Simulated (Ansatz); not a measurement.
**Preparing In2O3 (R-3c) as a host crystal**

Aim: the runs on the perfect crystal In2O3 (R-3c) that a defect calculation needs first.

Program: Ansatz 0.2.0. Level of theory: plane-wave PAW DFT, r2SCAN; relaxation of the host's cell and atoms; PAW set soft_1, in the first sound run; inputs show where later runs differ. Results are calculated unless marked as measured.

### 1. The structure

It takes space group R-3c (No. 167, trigonal). The conventional cell has a = 5.516 Å, b = 5.516 Å, c = 14.591 Å, α = 90.00°, β = 90.00°, γ = 120.00°. In has 6 O at 2.13 to 2.26 Å nearest. Nearest to O lie 4 In at 2.13 to 2.26 Å. Farther neighbours and most contacts between anions are not listed.

### 2. Host cell relaxation

Cell and atoms are relaxed together, until forces and stress fall under their thresholds.

File cell/input.yaml:

```yaml
crystal:
  lattice:
    - [2.7581043, 1.5923923, 4.8636868]
    - [-2.7581043, 1.5923923, 4.8636868]
    - [0.0, -3.1847845, 4.8636868]
  atoms:
    - { symbol: In, position: [0.642884, 0.642884, 0.642884] }
    - { symbol: In, position: [0.857116, 0.857116, 0.857116] }
    - { symbol: In, position: [0.357116, 0.357116, 0.357116] }
    - { symbol: In, position: [0.142884, 0.142884, 0.142884] }
    - { symbol: O, position: [0.0464953, 0.75, 0.4535047] }
    - { symbol: O, position: [0.75, 0.4535047, 0.0464953] }
    - { symbol: O, position: [0.4535047, 0.0464953, 0.75] }
    - { symbol: O, position: [0.9535047, 0.25, 0.5464953] }
    - { symbol: O, position: [0.5464953, 0.9535047, 0.25] }
    - { symbol: O, position: [0.25, 0.5464953, 0.9535047] }
basis:
  ecutwfc: 500
  xc_grid: 2
hamiltonian:
  xc: r2scan
  pseudopotentials: { kind: paw, azcp: { folder: soft_1 } }
kpoints:
  mp_grid: { grid: [6, 6, 6] }
scf:
  occupations: { method: fixed }
  max_iter: 100
relax:
  f_tol: 0.005
  max_steps: 60
  cell: {}
output:
  forces: true
  stress: true
checkpoint:
  write: "../cell.run"
  compress: false
  write_wavefunctions: false
  write_every: 100000
```

The run is started by

```sh
$ ansatz run input.yaml --threads 32 --pin off --max-ram 131891MiB --backend cuda --events-out ev --progress --plain --runs-dir out
```

Numbers of over 12 decimals in the logs are rounded to 6 here.

What it wrote:

```text
[... repeated set-up lines and file paths are left out, and long positions are rounded to six places ...]
Engine: ansatz 0.2.0, aarch64-unknown-linux-gnu
Pseudopotentials: kind: paw
Pseudopotential: In, paw, valence charge 13, recommended cutoff 500 eV (meta_gga), soft_1/In.paw.azcp
Pseudopotential: O, paw, valence charge 6, recommended cutoff 500 eV (meta_gga), soft_1/O.paw.azcp
Functional definition: r2SCAN
  parameter k0 = 0.174
  parameter k1 = 0.065
  parameter a1 = 4.9479
  exchange = r2scan_x(k0 = k0, k1 = k1, a1 = a1)
  correlation = r2scan_c
[...]
Crystal: 10 atoms, lattice volume = 128.167 Å³
Basis set: ecut = 500 eV, 3263 PW (Γ), exchange–correlation on 90×90×90 points (8 copies of the dense FFT grid, shifted against one another)
Bands: 54, of which v1, the nominal top of the filled ones, is band 44 counted from 1 (43 counted from 0)
Symmetry: 12 space group operations
Space group: R-3c (ITA 167), of the structure as read, at distance tolerance 5.0e-5 Å
k-points: 32 of 216
Non-local potential: In, projectors of the file, l = 0: 2, l = 1: 2, l = 2: 2, l = 3: 1
Non-local potential: O, projectors of the file, l = 0: 2, l = 1: 2, l = 2: 1
PAW form: soft (Blöchl's): semilocal exchange-correlation on the pseudo side does not see the compensation charge
PAW frozen core: In, regenerated for the run's functional (the file was generated under x = pbe(κ = 0.804, μ = 0.219515), c = pbe(β = 0.066725))
PAW frozen core: O, regenerated for the run's functional (the file was generated under x = pbe(κ = 0.804, μ = 0.219515), c = pbe(β = 0.066725))
PAW one-centre angular grid: In, 590 points (default); XC on 160 Gauss nodes
PAW one-centre angular grid: O, 302 points (default); XC on 160 Gauss nodes
Initial density: superposition of atomic densities (chi_scale 0.1, normalization cell, long waves kept (reshape's long-wave potential 0.00 eV rms))
Initial wavefunctions: pseudopotential atomic-orbital guess
[...]
Functional: x = r2scan, c = r2scan; τ floored in thin density (d = 2e-4 eV/Å³)
SCF iter   1: F=—  HF=-25862.314560 eV  |Δ(HF+E_count)|=         —  Δρ=7.31e-2  dr2=4.96e0  dr2_τ=4.54e-1  Hψ=5978
preconditioner: auto → Resta (q_TF=auto, 2.563 Å⁻¹)  ε∞=4.0  [insulator: Δε(μ)=1.802 eV  Ē_g=17.785 eV  n_scr=32 (ndim 8)  ℏωp=30.8 eV  f_vac=0.000  ε∞_Penn≈4.0]
SCF iter   2: F=—  HF=-25861.751090 eV  |Δ(HF+E_count)|=   5.63e-1  Δρ=3.81e-2  dr2=1.22e0  dr2_τ=6.03e-2  Hψ=3506
SCF iter   3: F=—  HF=-25861.693457 eV  |Δ(HF+E_count)|=   5.76e-2  Δρ=7.57e-3  dr2=9.21e-2  dr2_τ=8.26e-3  Hψ=2918
automatic band count: iteration 3 solves 51 bands in place of 54: the levels show a gap, and the empty bands left out lie too high to hold charge; the band table lists the bands solved (type scf.n_extra_bands for more)
SCF iter   4: F=—  HF=-25861.686920 eV  |Δ(HF+E_count)|=   6.54e-3  Δρ=3.35e-3  dr2=9.38e-3  dr2_τ=1.36e-3  Hψ=2999
[...]
SCF iter   8: F=-25861.688197 eV  HF=-25861.688197 eV  |Δ(HF+E_count)|=   2.20e-7  Δρ=3.76e-6  dr2=1.91e-8  dr2_τ=1.02e-9  Hψ=6337
SCF 1 converged in 8 iterations: F = -25861.688197 eV  dr2 = 1.91e-8
  greatest PAW one-centre occupation: 0.990 electrons in one spin orbital (limit 2), on the In atom at site 3 (counted from 0), in its partial waves of l = 2
relax step   1: F+E_penalty+E_count = -25861.68819664 eV  Δ(F+E_penalty+E_count) = +0.000e0 eV  max|allowed force component| = 1.935e-2 eV/Å  Δτ_max = 0.0000 Å  P = -0.826 GPa  Ω = 128.167 Å³  (8 SCF iters, dr2 threshold 1.00e-7 eV, accepted)
[... the SCF cycles and remarks between the steps are left out from here to the last step ...]
relax step   2: F+E_penalty+E_count = -25861.68997324 eV  Δ(F+E_penalty+E_count) = -1.777e-3 eV  max|allowed force component| = 1.066e-2 eV/Å  Δτ_max = 0.0012 Å  P = +0.108 GPa  Ω = 127.492 Å³  energy of the carried Pulay correction = +2.965e-4 eV  (5 SCF iters, dr2 threshold 1.00e-6 eV, accepted)
relax step   3: F+E_penalty+E_count = -25861.69001159 eV  Δ(F+E_penalty+E_count) = -3.836e-5 eV  max|allowed force component| = 4.923e-3 eV/Å  Δτ_max = 0.0011 Å  P = +0.025 GPa  Ω = 127.563 Å³  energy of the carried Pulay correction = +2.653e-4 eV  (5 SCF iters, dr2 threshold 1.18e-7 eV, accepted)
relax step   4: F+E_penalty+E_count = -25861.69002298 eV  Δ(F+E_penalty+E_count) = -1.139e-5 eV  max|allowed force component| = 6.345e-4 eV/Å  Δτ_max = 0.0004 Å  P = -0.002 GPa  Ω = 127.577 Å³  energy of the carried Pulay correction = +2.590e-4 eV  (5 SCF iters, dr2 threshold 7.09e-9 eV, accepted)
[...]
iter 1 solved again at ethr=1.85e-8 eV; its pass at ethr=3.10e-3 eV (dr2=1.63e-5 eV) is discarded
SCF iter   1: F=—  HF=-25861.689412 eV  |Δ(HF+E_count)|=         —  Δρ=1.34e-5  dr2=2.30e-8  dr2_τ=8.15e-8  Hψ=10590
[...]
SCF iter   2: F=—  HF=-25861.689766 eV  |Δ(HF+E_count)|=   3.54e-4  Δρ=7.00e-6  dr2=6.49e-9  dr2_τ=7.09e-9  Hψ=3009
SCF iter   3: F=—  HF=-25861.689766 eV  |Δ(HF+E_count)|=   1.41e-8  Δρ=7.91e-7  dr2=2.83e-10  dr2_τ=1.16e-10  Hψ=2944
SCF iter   4: F=-25861.689766 eV  HF=-25861.689766 eV  |Δ(HF+E_count)|=  6.55e-11  Δρ=1.30e-7  dr2=2.05e-11  dr2_τ=1.75e-12  Hψ=8605
SCF 5 converged in 4 iterations: F = -25861.689766 eV  dr2 = 2.05e-11
relax step   5: F+E_penalty+E_count = -25861.68976605 eV  Δ(F+E_penalty+E_count) = +2.569e-4 eV  max|allowed force component| = 6.255e-4 eV/Å  Δτ_max = 0.0000 Å  P = +0.000 GPa  Ω = 127.577 Å³  stress off target by 1.25e-3 GPa  SCF on the basis re-selected at this cell (its energy is not comparable with the rows above)  (4 SCF iters)
basis re-selected at this cell: Δ(F+E_penalty+E_count) = +2.569e-4 eV, ΔP = +0.002 GPa vs the last step (what re-selecting the basis moved, of the pressure what is left beyond the Pulay correction that the steps carried, after the strain that the cell walked [...]
SCF converged after 4 iterations
Free energy (F): -25861.689766 eV
Harris-Foulkes:  -25861.689766 eV  (|F-HF|=7.28e-12)
Internal energy: -25861.689766 eV  (E = F + TS)
E sigma→0 (E₀):  -25861.689766 eV
Fermi energy:    8.476084 eV
--- Per-component energies (eV) ---
  E_band       = -27.800560
  E_kinetic    = 1900.670934
  E_local      = -5646.357900  (includes V_loc(G=0)·N_el)
  E_nonlocal   = 1632.668493
  E_hartree    = 2225.153912
  E_xc         = -945.361102
  E_vxc        = -980.954628  (∫ρ·V_xc dr)
  E_paw        = -17952.239863  (= ΣΔE_a)
  E_vpaw       = -1447.370697  (= ΣTr[D̂ρ^β])
  E_aug_tail   = 0.001196  (compensation charges beyond the density's cutoff)
  E_vtau       = 63.234056  (kinetic-family band-sum trace: ∫τ·v_τ [+ j·A + Jᵃ·Aᵃ] dr)
  E_ewald      = -7079.895987
  E_core_change = 3.670552  (= ΣΔE_core)
  E_smearing   = -0.000000  (= −TS)
  E_closure    = 0.000000  (closes the sum)
  Σ components = -25861.689766   (vs F -25861.689766, Δ=0.00e0)
--- Forces (eV/Å), atoms counted from 1 ---
  atom   1  In     0.00000000    -0.00000000    -0.00062547
  atom   2  In     0.00000000     0.00000000     0.00062547
  atom   3  In    -0.00000000     0.00000000     0.00062547
  atom   4  In    -0.00000000    -0.00000000    -0.00062547
  atom   5  O      0.00027524     0.00047673    -0.00000000
  atom   6  O      0.00027524    -0.00047673     0.00000000
  [... 4 more lines of this table ...]
  max |Σ_I F_I| component: 3.20e-18 eV/Å
--- Stress (GPa, compression-positive) ---
       -0.000491      -0.000000      -0.000000
       -0.000000      -0.000491       0.000000
       -0.000000       0.000000       0.001254
  P = ⅓ Tr σ = 0.0001 GPa (0.001 kbar)
--- Band table (eV; the first three rows and the last of 32) ---
  k-point 0: bands = ["-10.0079", "-9.1515", "-9.1515", "-8.9559", "-8.9559", "-8.8771", "-4.1763", "-4.1763", "-4.0294", "-4.0294", [... rest cut ...]
  k-point 1: bands = ["-9.9350", "-9.1435", "-9.1374", "-9.0238", "-8.9713", "-8.8982", "-4.1589", "-4.1466", "-4.0518", "-4.0338", [... rest cut ...]
--- Relaxed structure (4 steps of the walk, 4 accepted, 1 SCFs on fresh bases) ---
  F+E_penalty+E_count = -25861.68976605 eV   max|allowed force component| = 6.255e-4 eV/Å   (the final SCF, on the basis selected at the relaxed cell)
  cell:  # Å, volume = 127.5770 Å³
    - [2.754348, 1.590223, 4.854496]
    - [-2.754348, 1.590223, 4.854496]
    - [0, -3.180447, 4.854496]
  atoms:
    - { symbol: In, position: [0.642934, 0.642934, 0.642934] }
    - { symbol: In, position: [0.857066, 0.857066, 0.857066] }
    - { symbol: In, position: [0.357066, 0.357066, 0.357066] }
    - { symbol: In, position: [0.142934, 0.142934, 0.142934] }
    - { symbol: O, position: [0.046589, 0.75, 0.453411] }
    - { symbol: O, position: [0.75, 0.453411, 0.046589] }
  [... 4 more lines of this table ...]
```

Elapsed: 3.5 s, on 1 × NVIDIA GB200 with 32 threads of Arm Neoverse V2, shared host; peak memory 1.1 GiB.

Relaxation path:

```csv
step,energy less that of the first step (eV),largest force component (eV/Å),pressure (GPa),volume (Å³)
1,0.0000,0.0194,-0.83,128.17
2,-0.0018,0.0107,0.11,127.49
3,-0.0018,0.0049,0.03,127.56
4,-0.0018,0.0006,0.00,127.58
5*,-0.0016,0.0006,0.00,127.58
```

Relaxation steps marked * repeat the geometry before them on a plane-wave basis chosen anew for their cell, so energy and pressure can jump there.

The run keeps the 12 symmetry operations that it works with, so distortions that break them were not tested.

```csv
"conventional cell, symmetrised",before,after,change
a (Å),5.516,5.509,-0.1 %
b (Å),5.516,5.509,-0.1 %
c (Å),14.591,14.563,-0.2 %
volume (Å³/atom),12.82,12.76,-0.5 %
```

Numbers from this step:

* pressure: 9.04e-5 GPa

The cell shrank by 0.5 % in volume.

### 3. Dielectric tensors of the host

The response to a uniform electric field gives the electronic dielectric tensor.

This step: plane-wave PAW DFPT, PBEsol; dielectric tensors, Born charges and zone-centre modes of the host; PAW set soft_1 (Ansatz 0.2.0).

File eps/input.yaml:

```yaml
crystal:
  lattice:
    - [2.7543478206, 1.5902234723, 4.8544962128]
    - [-2.7543478206, 1.5902234723, 4.8544962128]
    - [0.0, -3.1804468947, 4.8544962291]
  atoms:
    - { symbol: In, position: [0.6429341869, 0.6429341869, 0.6429341869] }
    - { symbol: In, position: [0.8570658131, 0.8570658131, 0.8570658131] }
    - { symbol: In, position: [0.3570658131, 0.3570658131, 0.3570658131] }
    - { symbol: In, position: [0.1429341869, 0.1429341869, 0.1429341869] }
    - { symbol: O, position: [0.0465888658, 0.75, 0.4534111342] }
    - { symbol: O, position: [0.75, 0.4534111342, 0.0465888658] }
    - { symbol: O, position: [0.4534111342, 0.0465888658, 0.75] }
    - { symbol: O, position: [0.9534111342, 0.25, 0.5465888658] }
    - { symbol: O, position: [0.5465888658, 0.9534111342, 0.25] }
    - { symbol: O, position: [0.25, 0.5465888658, 0.9534111342] }
basis:
  ecutwfc: 420
hamiltonian:
  xc: pbesol
  pseudopotentials: { kind: paw, azcp: { folder: soft_1 }, xc_functional: pbe }
kpoints:
  mp_grid: { grid: [5, 5, 5] }
scf:
  occupations: { method: fixed }
  max_iter: 100
phonons:
  method: dfpt
  dielectric: true
  rigid_motions: translations
```

What it wrote:

```text
[...]
Crystal: 10 atoms, lattice volume = 127.577 Å³
Basis set: ecut = 420 eV, 2489 PW (Γ), exchange–correlation on 80×80×80 points (8 copies of the dense FFT grid, shifted against one another)
Bands: 54, of which v1, the nominal top of the filled ones, is band 44 counted from 1 (43 counted from 0)
Symmetry: 12 space group operations
k-points: 63 of 125 (irreducible under 1 space group operation, time reversal used)
[...]
SCF iter   1: F=—  HF=-25468.756912 eV  |Δ(HF+E_count)|=         —  Δρ=6.25e-2  dr2=3.21e0  Hψ=11021
[...]
SCF iter   2: F=—  HF=-25468.090940 eV  |Δ(HF+E_count)|=   6.66e-1  Δρ=3.09e-2  dr2=8.55e-1  Hψ=5428
[...]
SCF iter  10: F=-25467.858556 eV  HF=-25467.858556 eV  |Δ(HF+E_count)|=   2.37e-9  Δρ=2.47e-7  dr2=5.92e-11  Hψ=24686
SCF 1 converged in 10 iterations: F = -25467.858556 eV  dr2 = 5.92e-11
[...]
the response reads at least the filled bands of the reference SCF and the lowest empty band at each k-point, and that SCF's band table does not vouch for those bands. The notice of the band table in this run's record says why
[...]
NSCF: frozen V_eff on 1 k-points
[...]
NSCF: frozen V_eff on 19 k-points, pencils in batches of 32, up to order 216
[...]
DFPT response loops at q = (0, 0, 0) (fractional): preconditioner auto → Resta (q_TF=auto, 2.565 Å⁻¹)  ε∞=7.3 (no band partly filled); β = 1.00, the filter's whole step (`scf.mixing.beta` (0.50) is not read by the response loops at its default; [...]
[...]
DFPT response loops at Γ: preconditioner auto → Resta (q_TF=auto, 2.565 Å⁻¹)  ε∞=7.3 (no band partly filled); β = 1.00, the filter's whole step (`scf.mixing.beta` (0.50) is not read by the response loops at its default; [...]
[...]
SCF 1 converged in 6 iterations: F = -25467.390865 eV  dr2 = 7.50e-9
[...]
SCF converged after 10 iterations
[...]
Born effective charges Z* (e; rows j = field, columns β = displacement):
    site 0:
         3.39230   -0.02953    0.00000
         0.02953    3.39230   -0.00000
        -0.00000   -0.00000    3.27805
    site 1:
         3.39230    0.02953   -0.00000
        -0.02953    3.39230   -0.00000
         0.00000   -0.00000    3.27805
    site 2:
         3.39230   -0.02953    0.00000
         0.02953    3.39230   -0.00000
        -0.00000   -0.00000    3.27805
    site 3:
         3.39230    0.02953   -0.00000
        -0.02953    3.39230   -0.00000
         0.00000   -0.00000    3.27805
    site 4:
        -2.20061   -0.10552    0.36915
        -0.10552   -2.32245   -0.21313
         0.49077   -0.28335   -2.18537
    site 5:
        -2.20061    0.10552   -0.36915
         0.10552   -2.32245   -0.21313
        -0.49077   -0.28335   -2.18537
    site 6:
        -2.38338   -0.00000    0.00000
         0.00000   -2.13969    0.42626
        -0.00000    0.56669   -2.18537
    site 7:
        -2.20061   -0.10552    0.36915
        -0.10552   -2.32245   -0.21313
         0.49077   -0.28335   -2.18537
    site 8:
        -2.38338   -0.00000    0.00000
         0.00000   -2.13969    0.42626
        -0.00000    0.56669   -2.18537
    site 9:
        -2.20061    0.10552   -0.36915
         0.10552   -2.32245   -0.21313
        -0.49077   -0.28335   -2.18537
  Z* charge neutrality: 2.835e-2 e pre-enforcement
  solved inside a basis spanned on kpoints, on 8×8×8 k-points, its susceptibility summed on 10×10×10: ε∞ is read to err by 4.1e-2, Z* by 3.0e-2 e (field_mesh: kpoints solves on kpoints); Z* is corrected for what the basis lacks
  optical modes at Γ without the LO–TO term, one row a degenerate level:
      ω (cm⁻¹)  modes    IR ((D/Å)²/amu)
        121.44      1             0.0000
        156.05      1             0.0000
        164.22      2             0.0024
        168.40      2             0.0000
        213.66      2             0.0000
        232.47      1             0.0000
        254.32      1            33.8602
        261.56      2             0.0000
        285.62      2            30.6500
        367.06      1             0.0000
[...]
optical modes at Γ + LO–TO along q̂ = [1.0000, 0.0000, 0.0000]:
      ω (cm⁻¹)  modes    IR ((D/Å)²/amu)
[...]
optical modes at Γ + LO–TO along q̂ = [0.0000, 1.0000, 0.0000]:
      ω (cm⁻¹)  modes    IR ((D/Å)²/amu)
[...]
optical modes at Γ + LO–TO along q̂ = [0.0000, 0.0000, 1.0000]:
      ω (cm⁻¹)  modes    IR ((D/Å)²/amu)
[...]
261.56      2             0.0000
        285.62      2            30.6500
        362.94      1             9.0534
        367.06      1             0.0000
        369.03      2             0.0000
        414.04      2            74.3052
        467.23      2             3.8736
        481.80      1             0.0000
        530.17      1             0.0000
        565.43      2             0.0000
        576.91      1            43.6826
        589.73      1             0.0000
```

Elapsed: 12 s, on 1 × NVIDIA GB200 with 32 threads; peak memory 2.8 GiB; 1.9 min of CPU time.

Electronic dielectric tensor:

```
5.22 0.00 0.00
0.00 5.22 0.00
0.00 0.00 4.98
```

Static dielectric tensor:

```
12.14  0.00  0.00
 0.00 12.14  0.00
 0.00  0.00 15.15
```

The principal values of the electronic dielectric tensor are 4.98, 5.22 and 5.22. The principal values of the static dielectric tensor are 12.14, 12.14 and 15.15.

(Part 1 of 3 ends here.)

[Logs are printed without paths, hosts, clocks, repeated set-up lines and the standing remarks that a program may print on its own settings, such as how far it seeks lower states.]

[Hosts, paths, dates, database ids (printed as entryN), source tags and the programs' standing remarks are cut or masked in the printed files.]

[Runs of the host that timed out are not shown.]

[For some hosts the program warned that the k-mesh of the response run may be too coarse for force constants and the static dielectric constant; such warnings are not always shown.]

[The program warned that the k-mesh of a response run behind this text may be too coarse: force constants, and the static dielectric constant and all else formed from them, are not shown converged.]
